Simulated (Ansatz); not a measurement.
Runs of Ansatz 0.2.0 on Bi. Symmetry: Im-3m, No. 229, cubic system. The conventional cell has a = 3.963 Å, b = 3.963 Å, c = 3.963 Å, α = 90.00°, β = 90.00°, γ = 90.00°. Bi (site symmetry m-3m) is surrounded by 8 Bi at 3.43 Å. This isn't the form of Bi at room conditions, which is rhombohedral.

```tsv
task	level	cell	cutoff (eV)	pressure (GPa)	relaxed volume (Å³/atom)
relaxation of cell and atoms	RPBE	relaxed	-	0.0	32.52
relaxation of cell and atoms	PBE+D3(BJ)	relaxed	-	0.0	30.19
relaxation of cell and atoms	BLYP+D4	relaxed	-	0.0	31.20
relaxation of cell and atoms	PBE+D4	relaxed	-	0.0	30.19
band structure	PBEsol	as given	159	(a)	-
```

Alike in all rows: potentials or basis all-electron LAPW, scalar-relativistic; no spin polarisation; k mesh 9 × 9 × 9; smearing fermi-dirac 0.05 eV; basis error allowed 0.001 eV/atom.

Problem. Fill in the values left out.

Solution. (a) -2.0.
